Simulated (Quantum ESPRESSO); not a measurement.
PbS (Galena):

```
CELL_PARAMETERS angstrom
0.00000 2.96575 2.96575
2.96575 0.00000 2.96575
2.96575 2.96575 0.00000
ATOMIC_POSITIONS crystal
Pb 0.00000 0.00000 0.00000
S 0.50000 0.50000 0.50000
```

| Quantity | Value |
| --- | --- |
| Program | Quantum ESPRESSO 7.5 |
| Task | phonons |
| Functional | PBE |
| Potentials or basis | SSSP 1.3 efficiency PBE |
| Cutoff | 748 eV |
| Density cutoff | 5987 eV |
| k mesh | 4 × 4 × 4, shifted |
| Occupations | fermi-dirac, width 0.05 eV |
| Spin | no spin polarisation |
| Mixing beta | 0.5 |
| Most SCF iterations | 120 |
| SCF threshold | 4e-10 Ry |

The first run showed a gap, so the response started from a second, tighter run with fixed occupations.

Problem. What is the highest optical frequency at the zone centre, leaving out the macroscopic field of polar modes?

Solution. 85 cm⁻¹, a mode of symmetry T1u (IR).

Optical modes at Γ, degenerate ones joined, polar ones without the macroscopic field:
```csv
cm⁻¹,components,symmetry,active in,"IR intensity, summed ((D/Å)²/amu)"
85,3,T1u,IR,45.53
```
